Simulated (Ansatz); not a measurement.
Runs of Ansatz 0.2.0 on Sb. The structure is cubic, space group Fm-3m (No. 225). The conventional cell has a = 4.742 Å, b = 4.742 Å, c = 4.742 Å, α = 90.00°, β = 90.00°, γ = 90.00°. Sb (site symmetry m-3m) has 12 Sb at 3.35 Å as nearest neighbours. This isn't the form of Sb at room conditions, which is rhombohedral.

| task | level | cell | k mesh | smearing | atoms under strain | gap on the mesh (eV) | pressure (GPa) | relaxed volume (Å³/atom) |
| --- | --- | --- | --- | --- | --- | --- | --- | --- |
| single point | PBE | as given | 10 × 10 × 10 | gaussian 0.03 eV | - | none | 2.0 | - |
| phonons | LDA | as given | 7 × 7 × 7 | fermi-dirac 0.05 eV | - | none | - | - |
| single point | PBE | as given | 10 × 10 × 10 | gaussian 0.029 eV | - | none | 2.0 | - |
| phonons | PBE | as given | 7 × 7 × 7 | fermi-dirac 0.05 eV | - | none | - | - |
| relaxation of cell and atoms | BLYP+D3(BJ) | relaxed | 10 × 10 × 10 | fermi-dirac 0.05 eV | - | none | 0.0 | 26.87 |
| elastic constants | LDA | as given | 7 × 7 × 7 | fermi-dirac 0.05 eV | relaxed | none | -2.7 | - |
| relaxation of cell and atoms | BLYP+D4 | relaxed | 10 × 10 × 10 | fermi-dirac 0.05 eV | - | none | 0.0 | (a) |

Alike in all rows: potentials or basis Ansatz PAW; no spin polarisation; cutoff (eV) 420.

Question: Estimate the missing entries.

Answer: (a) 27.41.

Caveats: the PAW data sets come from PBE, with cores solved anew for the run's functional, which leaves a small shift of forces and pressure (some runs); the plane-wave basis is chosen anew once the cell has moved, so the energies of steps on either side of that aren't comparable (some runs); pairwise dispersion overbinds metals, which lowers pressure and volume (some runs); the elastic tensor has a negative eigenvalue, so either the cell is unstable as it stands or the mesh is too thin (some runs).

A k mesh can miss the band edges, and the runs leave out spin-orbit coupling on Sb.

A gap of «none» marks a metal or a gap under the smearing width.
